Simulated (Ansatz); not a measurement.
Wanted: the native input for an Ansatz 0.2.0 run.

| Item | Value |
| --- | --- |
| Task | band structure |
| Functional | PBE |
| Potentials or basis | Ansatz PAW polarizable |
| Cutoff | 420 eV (not typed: the program's choice for these potentials) |
| k mesh | 10 × 10 × 5 |
| Occupations | fermi-dirac, width 0.05 eV |
| Spin | no spin polarisation |
| Path | [["G", "Y", "F", "L", "I"], ["I1", "Z", "F1"], ["Y", "X1"], ["X", "G", "N"], ["M", "G"]] |
| Points for each segment of the path | 14 |

Crystal: CuO (Tenorite).

```
CELL_PARAMETERS angstrom
2.34185 -1.71130 0.00000
2.34185 1.71130 0.00000
-0.85003 0.00000 5.05787
ATOMIC_POSITIONS crystal
Cu 0.50000 0.00000 0.50000
Cu 0.00000 0.50000 0.00000
O 0.41840 0.58160 0.75000
O 0.58160 0.41840 0.25000
```

The input as run:

input.yaml

```yaml
crystal:
  lattice:
    - [2.34185, -1.7113, 0.0]
    - [2.34185, 1.7113, 0.0]
    - [-0.8500274268, 0.0, 5.0578693947]
  atoms:
    - { symbol: Cu, position: [0.5, 0.0, 0.5] }
    - { symbol: Cu, position: [0.0, 0.5, 0.0] }
    - { symbol: O, position: [0.4184, 0.5816, 0.75] }
    - { symbol: O, position: [0.5816, 0.4184, 0.25] }
hamiltonian:
  xc: pbe
  pseudopotentials: { kind: paw, partial_waves: polarizable }
kpoints:
  mp_grid: { grid: [10, 10, 5] }
  band_path:
    path:
      - [[0.0, 0.0, 0.0], [-0.5, -0.5, 0.0], [-0.5247847702, -0.5247847702, 0.3275098836], [-0.5, -0.5, 0.5], [-0.6335075857, -0.3664924143, 0.5]]
      - [[-0.3664924143, 0.3664924143, 0.5], [0.0, 0.0, 0.5], [-0.4752152298, -0.4752152298, 0.6724901164]]
      - [[-0.5, -0.5, 0.0], [-0.612731633, -0.387268367, 0.0]]
      - [[-0.387268367, 0.387268367, 0.0], [0.0, 0.0, 0.0], [-0.5, 0.0, 0.0]]
      - [[-0.5, 0.0, 0.5], [0.0, 0.0, 0.0]]
    npoints: 14
scf:
  occupations: { method: fermi_dirac, width: 0.05 }
  n_extra_bands: 10
output:
  forces: true
  stress: true
  eigenvalues: true
  fatbands: false
  write_density: true
  write_potential: true
  elf: true
  volumetric_format: npy
```

Potentials or basis: Ansatz PAW polarizable.

Launch:

```sh
$ ansatz run input.yaml --threads 2 --pin off --max-ram 5120MiB --backend cpu --events-out ev --progress --plain --runs-dir out
```

It gave:

* Pressure: 5.7 GPa
* Largest force: 0.261 eV/Å
* Band gap on the k mesh: none (metal or under the smearing width)

Caveat: the pressure holds a Pulay correction of +0.7 GPa for the finite cutoff; the run has no spin polarisation, though such a crystal can be magnetic; semilocal functionals often make such compounds metallic where correlation or magnetic order opens a gap, which also shifts bond lengths.

It took 9 s on 2 threads of Arm Neoverse V1 (shared host), peak memory 0.48 GiB.
